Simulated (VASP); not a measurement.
**From an Ansatz input to VASP: ZnS (strained zincblende)**

Ansatz input

```yaml
crystal:
  lattice:
    - [0.0, 2.6940858315, 2.7749084065]
    - [2.6940858315, 0.0, 2.7749084065]
    - [2.6940858315, 2.6940858315, 0.0]
  atoms:
    - { symbol: Zn, position: [0.0, 0.0, 0.0] }
    - { symbol: S, position: [0.25, 0.25, 0.25] }
kpoints:
  mp_grid: { grid: [8, 8, 8] }
  band_path:
    path:
      - [0.0, 0.0, 0.0]
      - [-0.5, -0.5, 0.0]
      - [-0.375, -0.375, 0.25]
      - [-0.375, 0.0, 0.375]
      - [0.0, 0.0, 0.5]
      - [-0.5, -0.25, 0.25]
    npoints: 1
hamiltonian:
  xc: pbe
scf:
  occupations: { method: fermi_dirac, width: 0.02 }
  n_extra_bands: 4
output:
  forces: true
  stress: true
  eigenvalues: true
  write_density: true
  write_potential: true
  elf: true
  volumetric_format: npy
```

Problem. Translate this input to VASP.

Solution. 

INCAR

```
GGA = PE
ENCUT = 520
EDIFF = 1E-7
LREAL = .FALSE.
LWAVE = .FALSE.
ISMEAR = -1
LCHARG = .FALSE.
LASPH = .TRUE.
IBRION = -1
PREC = Accurate
SIGMA = 0.02
NELM = 120
ISIF = 2
NBANDS = 16
NSW = 0
```

KPOINTS

```
KPOINTS created by Atomic Simulation Environment
0
Gamma
8 8 8
0 0 0
```

KPOINTS_OPT

```
special points
6
Reciprocal
0.0000000000 0.0000000000 0.0000000000 1
-0.5000000000 -0.5000000000 0.0000000000 1
-0.3750000000 -0.3750000000 0.2500000000 1
-0.3750000000 0.0000000000 0.3750000000 1
0.0000000000 0.0000000000 0.5000000000 1
-0.5000000000 -0.2500000000 0.2500000000 1
```

POSCAR

```
Zn S
 1.0000000000000000
     0.0000000000000000    2.6940858314999998    2.7749084064999998
     2.6940858314999998    0.0000000000000000    2.7749084064999998
     2.6940858314999998    2.6940858314999998    0.0000000000000000
 Zn  S
   1   1
Cartesian
  0.0000000000000000  0.0000000000000000  0.0000000000000000
  1.3470429157499999  1.3470429157499999  1.3874542032499997
```

VASP ran with the recommended PBE PAW datasets (18 valence electrons in the cell). Other inputs would serve too.

```
                            Ansatz     VASP
gap between bands v and c  1.98 eV  1.99 eV
         least direct gap  1.98 eV  1.99 eV
                 pressure  0.1 GPa  0.2 GPa
```

The two codes use different PAW datasets and cutoffs. VASP's cell holds 18 valence electrons and Ansatz's 18. Ansatz's stress includes a Pulay correction; VASP's doesn't.
